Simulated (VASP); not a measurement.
**W: single point with PBE**

Crystal: W.

```
W
1.0
     0.00000    2.03000    2.03000
     2.03000    0.00000    2.03000
     2.03000    2.03000    0.00000
W
1
Direct
  0.00000 0.00000 0.00000
```

This isn't the form of W at room conditions, which is bcc.

| Quantity | Value |
| --- | --- |
| Program | VASP 6.6.1 |
| Task | single point |
| Functional | PBE |
| Potentials or basis | VASP PAW PBE potentials, release 64 (W_sv) |
| Cutoff | 520 eV |
| k mesh | 20 × 20 × 20 |
| Occupations | gaussian, width 0.15 eV |
| Spin | no spin polarisation |
| Dipole correction | no |
| Further INCAR settings | ALGO = Normal; EDIFF = 1e-06; NBANDS = 13 |

| Quantity | Value |
| --- | --- |
| Pressure | -4.2 GPa |
| Band gap on the k mesh | none (metal or under the smearing width) |

Levels at points of the mesh, in eV from the Fermi level:
```csv
k point,band 3,band 4,band 5,band 6,band 7,band 8,band 9,band 10,band 11,band 12
"(0.00, 0.00, 0.00)",-37.37,-37.37,-8.89,-0.54,-0.54,-0.54,2.50,2.50,12.76,17.88
"(0.50, 0.00, 0.00)",-37.51,-37.51,-5.50,-0.75,-0.75,0.58,4.91,4.91,10.00,12.39
"(0.50, 0.50, 0.00)",-37.76,-37.76,-5.35,-4.40,2.94,4.87,5.62,5.62,11.58,11.58
```

Wall time 45 s on 1 thread of Intel(R) Xeon(R) Platinum 8375C CPU @ 2.90GHz (Ice Lake), with other jobs on the host, peak memory 0.18 GiB.

The run has no spin-orbit coupling, so splittings on W are missing.
